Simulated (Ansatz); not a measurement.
Crystal: MgTe.

```xyz
2
Lattice="0.0000 3.2320 3.2320 3.2320 0.0000 3.2320 3.2320 3.2320 0.0000" Properties=species:S:1:pos:R:3 pbc="T T T"
Te    1.6160    1.6160    1.6160
Mg    0.0000    0.0000    0.0000
```

The cell comes from a database or a generator and needn't be the stable form of this composition.

Base run:

| Quantity | Value |
| --- | --- |
| Program | Ansatz 0.2.0 |
| Functional | HSE06 |
| Potentials or basis | all-electron PAW datasets made for the crystal |
| Cutoff | 250 eV (chosen from the basis error) |
| k mesh | 6 × 6 × 6 |
| Occupations | fermi-dirac, width 0.05 eV |
| Spin | no spin polarisation |

Its results: band gap on the k mesh 3.27 eV, direct; pressure 0.0 GPa.

**Question.** The run is repeated on the same cell with these changes: functional from HSE06 to PBE; cutoff from 250 eV (chosen from the basis error) to 220 eV (chosen from the basis error). What comes out?

**Answer.** Band gap on the k mesh 2.42 eV, direct; pressure 0.7 GPa.

HSE06 gives the wider gap, since exact exchange removes part of the self-interaction.

Caveats: spin-orbit coupling is left out, which moves the levels of the heavy elements.

A k mesh can miss the band edges.
